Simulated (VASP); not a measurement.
# Ag (Fm-3m) in VASP: notebook

Runs on Ag. Level: PBEsol+D3(BJ). Tasks: relaxation of cell and atoms, electrostatic potential.

Everything below comes from runs of VASP 6.6.1. Logs are shortened: lines on timing, memory, paths and dates and some standing lists are left out, and cuts for length are marked.

## (1) Starting point

It takes space group Fm-3m (No. 225, cubic). Conventional cell: a = 4.060 Å, b = 4.060 Å, c = 4.060 Å, α = 90.00°, β = 90.00°, γ = 90.00°. Ag (site symmetry m-3m) has 12 Ag at 2.87 Å as nearest neighbours.

The cell was built by a generator and needn't be a form met in nature.

## (2) Relaxation of cell and atoms, PBEsol+D3(BJ)

INCAR

```
SYSTEM = Ag
PREC     = Accurate       ! precision mode
ENCUT    = 600            ! plane-wave cutoff, eV
EDIFF    = 1E-6           ! SCF threshold, eV
ISMEAR   = 1              ! smearing method
SIGMA    = 0.1            ! smearing width, eV
LREAL    = .False.        ! projectors in reciprocal space
LASPH    = .True.         ! aspherical terms in the spheres
NELM     = 120            ! most SCF steps
ALGO     = Normal         ! electronic algorithm
ISIF     = 3              ! what is computed and relaxed
LWAVE    = .False.        ! write WAVECAR
LCHARG   = .False.        ! write CHGCAR
GGA      = PS             ! functional
IVDW     = 12             ! dispersion correction
IBRION   = 2              ! ionic algorithm
NSW      = 40             ! ionic steps
EDIFFG   = -0.005         ! ionic threshold
```

KPOINTS

```
regular mesh
0
Gamma
  18 18 18
  0 0 0
```

POSCAR

```
Ag
1.0
    0.0000000000      2.0300000000      2.0300000000
    2.0300000000      0.0000000000      2.0300000000
    2.0300000000      2.0300000000      0.0000000000
Ag
1
Direct
    0.0000000000      0.0000000000      0.0000000000
```

Potentials or basis: VASP PAW PBE potentials, release 64 (Ag).

The run is started by

```
$ cat potpaw_PBE.64/Ag/POTCAR > POTCAR
$ mpirun -np 1 vasp_std > vasp.out
```

OUTCAR:

```text
SYSTEM = Ag
   PREC = Accurate
   ENCUT = 600
   EDIFF = 1E-6
   ISMEAR = 1
   LREAL = .False.
   LASPH = .True.
   NELM = 120
   ISIF = 3
   GGA = PS
   IVDW = 12
   IBRION = 2
   NSW = 40
   EDIFFG = -0.005
 IVDW          = 12

 ion  position               nearest neighbor table
   1  0.000  0.000  0.000-

  LATTYP: Found a face centered cubic cell.
 ALAT       =     4.0600000000

  Lattice vectors:

 A1 = (   0.0000000000,   2.0300000000,   2.0300000000)
 A2 = (   2.0300000000,   0.0000000000,   2.0300000000)
 A3 = (   2.0300000000,   2.0300000000,   0.0000000000)

Analysis of symmetry for initial positions (statically):
=====================================================================
 Subroutine PRICEL returns:
 Original cell was already a primitive cell.

 Routine SETGRP: Setting up the symmetry group for a
 face centered cubic supercell.

 Subroutine GETGRP returns: Found 48 space group operations
 (whereof 48 operations were pure point group operations)
 out of a pool of 48 trial point group operations.

The static configuration has the point symmetry O_h .

Analysis of symmetry for dynamics (positions and initial velocities):
=====================================================================
 Subroutine PRICEL returns:
 Original cell was already a primitive cell.

 Routine SETGRP: Setting up the symmetry group for a
 face centered cubic supercell.

 Subroutine GETGRP returns: Found 48 space group operations
 (whereof 48 operations were pure point group operations)
 out of a pool of 48 trial point group operations.

The dynamic configuration has the point symmetry O_h .

 Subroutine INISYM returns: Found 48 space group operations
 (whereof 48 operations are pure point group operations),
 and found     1 'primitive' translations

----------------------------------------------------------------------------------------

                                     Primitive cell

  volume of cell :      16.7309

  direct lattice vectors                    reciprocal lattice vectors
     0.000000000  2.030000000  2.030000000    -0.246305419  0.246305419  0.246305419
     2.030000000  0.000000000  2.030000000     0.246305419 -0.246305419  0.246305419
     2.030000000  2.030000000  0.000000000     0.246305419  0.246305419 -0.246305419

  length of vectors
     2.870853532  2.870853532  2.870853532     0.426613499  0.426613499  0.426613499

  position of ions in fractional coordinates (direct lattice)
     0.000000000  0.000000000  0.000000000

  ion indices of the primitive-cell ions
   primitive index   ion index
                 1           1

----------------------------------------------------------------------------------------

 KPOINTS: regular mesh

Automatic generation of k-mesh.
 Grid dimensions read from file:
 generate k-points for:   18   18   18

 Generating k-lattice:

  Cartesian coordinates                     Fractional coordinates (reciprocal lattice)
    -0.013683634  0.013683634  0.013683634     0.055555556  0.000000000  0.000000000
     0.013683634 -0.013683634  0.013683634     0.000000000  0.055555556  0.000000000
     0.013683634  0.013683634 -0.013683634     0.000000000  0.000000000  0.055555556

  Length of vectors
     0.023700750  0.023700750  0.023700750

  Shift w.r.t. Gamma in fractional coordinates (k-lattice)
     0.000000000  0.000000000  0.000000000

 Subroutine IBZKPT returns following result:
 ===========================================

 Found    195 irreducible k-points:

 Following reciprocal coordinates:
            Coordinates               Weight
  0.000000  0.000000  0.000000      1.000000
  0.055556  0.000000  0.000000      8.000000
  0.111111  0.000000  0.000000      8.000000
  0.166667  0.000000  0.000000      8.000000
  0.222222  0.000000  0.000000      8.000000
  0.277778  0.000000  0.000000      8.000000
[... 16 lines left out ...]
 -0.277778  0.055556  0.000000     24.000000
 -0.222222  0.055556  0.000000     24.000000
 [... further k-points ...]
   k-points           NKPTS =    195   k-points in BZ     NKDIM =    195   number of bands    NBANDS=      9
   number of dos      NEDOS =    301   number of ions     NIONS =      1
   total plane-waves  NPLWV =  13824
   dimension x,y,z NGX =    24 NGY =   24 NGZ =   24
   dimension x,y,z NGXF=    48 NGYF=   48 NGZF=   48
   ions per type =               1
   NGX,Y,Z   is equivalent  to a cutoff of  13.90, 13.90, 13.90 a.u.
   NGXF,Y,Z  is equivalent  to a cutoff of  27.80, 27.80, 27.80 a.u.
 SYSTEM =  Ag
   PREC   = accura    normal or accurate (medium, high low for compatibility)
   ISTART =      0    job   : 0-new  1-cont  2-samecut
   ICHARG =      2    charge: 1-file 2-atom 10-const
   ISPIN  =      1    spin polarized calculation?
   LNONCOLLINEAR =      F non collinear calculations
   LSORBIT =      F    spin-orbit coupling
   LASPH  =      T    aspherical Exc in radial PAW
   ENCUT  =  600.0 eV  44.10 Ry    6.64 a.u.   5.73  5.73  5.73*2*pi/ulx,y,z
   NELM   =    120;   NELMIN=  2; NELMDL= -5     # of ELM steps
   EDIFF  = 0.1E-05   stopping-criterion for ELM
   LREAL  =      F    real-space projection
   EDIFFG = -.5E-02   stopping-criterion for IOM
   NSW    =     40    number of steps for IOM
   IBRION =      2    ionic relax: 0-MD 1-quasi-New 2-CG
   NFREE  =      1    steps in history (QN), initial steepest desc. (CG)
   ISIF   =      3    stress and relaxation
   ISYM   =      2    0-nonsym 1-usesym 2-fastsym
   POTIM  = 0.5000    time-step for ionic-motion
   TEBEG  =    0.0;   TEEND  =   0.0 temperature during run
   PSTRESS=    0.0 pullay stress
   NELECT =      11.0000    total number of electrons
   NUPDOWN=      -1.0000    fix difference up-down
   EMIN   =  10.00;   EMAX   =-10.00  energy-range for DOS
   EFERMI =   0.00;   METHOD = LEGACY
   ISMEAR =     1;   SIGMA  =   0.10  broadening in eV -4-tet -1-fermi 0-gaus
   EFERMI_NEDOS =   21; number of points for ismear=-14 and -15
   IALGO  =     38    algorithm
   IMIX   =      4    mixing-type and parameters
     AMIX     =   0.40;   BMIX     =  1.00
     AMIX_MAG =   1.60;   BMIX_MAG =  1.00
  volume/ion in A,a.u.               =      16.73       112.91
  Fermi-wavevector in a.u.,A,eV,Ry     =   1.423529  2.690080 27.571324  2.026435
  Thomas-Fermi vector in A             =   2.544117
   LORBIT       =      0    0 simple, 1 ext, 2 COOP (PROOUT), +10 PAW based schemes
   GGA     = PS    functional components
   LHFCALC =     F    Hartree Fock is set to
   AEXX    =    0.0000 exact exchange contribution
   IVDW    =    12    specifies the selected vdW correction
   LEPSILON=     F    determine dielectric tensor
   LRPA    =     F    only Hartree local field effects (RPA)
 conjugate gradient relaxation of ions
 non-spin polarized calculation
 Methfessel and Paxton  Order N= 1 SIGMA  =   0.10
  energy-cutoff  :      600.00
  volume of cell :       16.73
 maximum number of plane-waves:       568
   NGX = 11   NGY = 11   NGZ = 11

--------------------------------------- Ionic step        1  -------------------------------------------

 number of electron      11.0000000 magnetization

 Free energy of the ion-electron system (eV)
  ---------------------------------------------------
  ext. energy  EPLUGINS =         0.00000000
  ---------------------------------------------------
  free energy    TOTEN  =        -3.31155369 eV

  energy without entropy =       -3.31135333  energy(sigma->0) =       -3.31148690

------------------------ aborting loop because EDIFF is reached ----------------------------------------

 Edisp (eV)   -0.55592

 E8    (eV) :    -0.3688

  FORCE on cell =-STRESS in cart. coord.  units (eV):
  Direction    XX          YY          ZZ          XY          YZ          ZX
  --------------------------------------------------------------------------------------
  -------------------------------------------------------------------------------------
  Total      -0.64490    -0.64490    -0.64490     0.00000     0.00000     0.00000
  in kB     -61.75641   -61.75641   -61.75641     0.00000     0.00000     0.00000
  external pressure =      -61.76 kB  Pullay stress =        0.00 kB
[... 59 lines left out ...]
  energy  without entropy=       -3.8694792076  energy(sigma->0) =       -3.86947388

--------------------------------------- Ionic step        3  -------------------------------------------

 number of electron      11.0000002 magnetization

 Free energy of the ion-electron system (eV)
  ---------------------------------------------------
  ext. energy  EPLUGINS =         0.00000000
  ---------------------------------------------------
  free energy    TOTEN  =        -3.29914468 eV

  energy without entropy =       -3.29900595  energy(sigma->0) =       -3.29909844

 E-fermi :   9.1783     XC(G=0): -12.8275

 val. band max:        9.1635964491   @ k =   0.5000   0.2778   0.1111
 cond. band min:       9.3328818160   @ k =   0.5000   0.1111   0.0000
 fundamental gap:      0.1692853669
 Fermi energy:         9.1783430233

 k-point     1 :       0.0000    0.0000    0.0000
  band No.  band energies     occupation
      1       0.8714      2.00000
      2       4.1933      2.00000
      3       4.1933      2.00000
      4       4.1933      2.00000
      5       5.3756      2.00000
      6       5.3756      2.00000
      7      25.3434      0.00000
      8      29.3254      0.00000
      9      29.3254      0.00000
[... 265 lines left out ...]
 k-point    24 :      -0.2222    0.0556    0.0000
  band No.  band energies     occupation
      1       2.3849      2.00000
      2       4.1597      2.00000
      3       4.4692      2.00000
      4       4.4735      2.00000
      5       5.3135      2.00000
      6       5.7213      2.00000
      7      21.2968      0.00000
      8      25.7900      0.00000
      9      28.5485      0.00000

 [... further k-points ...]

------------------------ aborting loop because EDIFF is reached ----------------------------------------

 Edisp (eV)   -0.58505

 E8    (eV) :    -0.3882

  FORCE on cell =-STRESS in cart. coord.  units (eV):
  Direction    XX          YY          ZZ          XY          YZ          ZX
  --------------------------------------------------------------------------------------
  -------------------------------------------------------------------------------------
  Total      -0.00403    -0.00403    -0.00403    -0.00000     0.00000     0.00000
  in kB      -0.40615    -0.40615    -0.40615    -0.00000     0.00000     0.00000
  external pressure =       -0.41 kB  Pullay stress =        0.00 kB
[... 16 lines left out ...]
  FREE ENERGIE OF THE ION-ELECTRON SYSTEM (eV)
  ---------------------------------------------------
  free  energy   TOTEN  =        -3.8841959791 eV

  energy  without entropy=       -3.8840572524  energy(sigma->0) =       -3.88414974

 reached required accuracy - stopping structural energy minimisation
```

Wall time 34 s (1 thread of AMD EPYC 9R45 (Zen 5), shared host); peak memory 0.15 GiB.

What came out:

* Free energy: -3.8842 eV
* Relaxed volume: 15.92 Å³/atom
* Relaxed cell: a = 2.823 Å, b = 2.823 Å, c = 2.823 Å, α = 60.00°, β = 60.00°, γ = 60.00°
* Space group after relaxing (to 0.05 Å): Fm-3m (No. 225)
* Energy gained by relaxing: 16.7 meV/atom
* Ionic steps: 3
* Pressure after relaxing: 0.0 GPa
* Band gap on the k mesh: none (metal or under the smearing width)
* Dispersion energy per atom: -0.585 eV

The path:
| step | energy change (eV) | largest force (eV/Å) | pressure (GPa) | volume (Å³) |
| --- | --- | --- | --- | --- |
| 1 | 0.0000 | 0.0000 | -6.18 | 16.73 |
| 2 | -0.0020 | 0.0000 | 7.17 | 15.22 |
| 3 | -0.0167 | 0.0000 | -0.04 | 15.92 |

Final structure:
```
Ag
1.0
     0.00000    1.99647    1.99647
     1.99647    0.00000    1.99647
     1.99647    1.99647    0.00000
Ag
1
Cartesian
  0.0000 0.0000 0.0000
```

Levels at points of the mesh, in eV from the Fermi level:
| k point | band 3 | band 4 | band 5 | band 6 | band 7 | band 8 | band 9 |
| --- | --- | --- | --- | --- | --- | --- | --- |
| (0.00, 0.00, 0.00) | -4.99 | -4.99 | -3.80 | -3.80 | 16.17 | 20.15 | 20.15 |
| (0.50, 0.00, 0.00) | -5.01 | -2.90 | -2.90 | -0.61 | 4.03 | 15.41 | 18.57 |
| (0.50, 0.50, 0.00) | -2.93 | -2.67 | -2.67 | 1.52 | 7.32 | 11.00 | 11.00 |

Caveat: the PAW data sets were made with another functional, which shifts forces and pressure a little; pairwise dispersion overbinds metals, which lowers pressure and volume.

## (3) Electrostatic potential, PBEsol+D3(BJ)

This run uses another cell than the first one, of 15.92 Å³/atom, 0.951 times its volume.

INCAR

```
SYSTEM = Ag
PREC = Accurate
ENCUT = 520
EDIFF = 1E-6
ISMEAR = 1
SIGMA = 0.1
LREAL = .FALSE.
LASPH = .TRUE.
NELM = 80
ALGO = Normal
ISIF = 2
LWAVE = .FALSE.
LCHARG = .TRUE.
GGA = PS
IVDW = 12
LVHAR = .TRUE.
```

KPOINTS

```
regular mesh
0
G
  18 18 18
  0 0 0
```

POSCAR

```
Ag                                      
1.0
    0.0000000000      1.9964742558      1.9964742558
    1.9964742558      0.0000000000      1.9964742558
    1.9964742558      1.9964742558      0.0000000000
  Ag            
     1
Direct
     0.0000000000000000    0.0000000000000000    0.0000000000000000
```

Potentials or basis: VASP PAW PBE potentials, release 64 (Ag).

The run is started by

```
$ cat potpaw_PBE.64/Ag/POTCAR > POTCAR
$ mpirun -np 1 vasp_std > vasp.out
```

It took 14 s on 1 thread of AMD EPYC 9R45 (Zen 5), shared host; peak memory 0.14 GiB.

The run converged. Its results:

```yaml
Free_energy: -3.8835 eV
Pressure: -0.1 GPa
Band_gap_on_the_k_mesh: none (metal or under the smearing width)
Dispersion_energy_per_atom: -0.585 eV
```

Levels at points of the mesh, in eV from the Fermi level:
```tsv
k point	band 4	band 5	band 6	band 7	band 8	band 9
(0.00, 0.00, 0.00)	-4.98	-3.80	-3.80	16.17	20.15	20.15
(0.50, 0.00, 0.00)	-2.90	-2.90	-0.61	4.03	15.41	18.57
(0.50, 0.50, 0.00)	-2.67	-2.67	1.52	7.32	11.00	11.00
```

Caveat: the PAW data sets were made with another functional, which shifts forces and pressure a little; pairwise dispersion overbinds metals, which lowers pressure and volume.
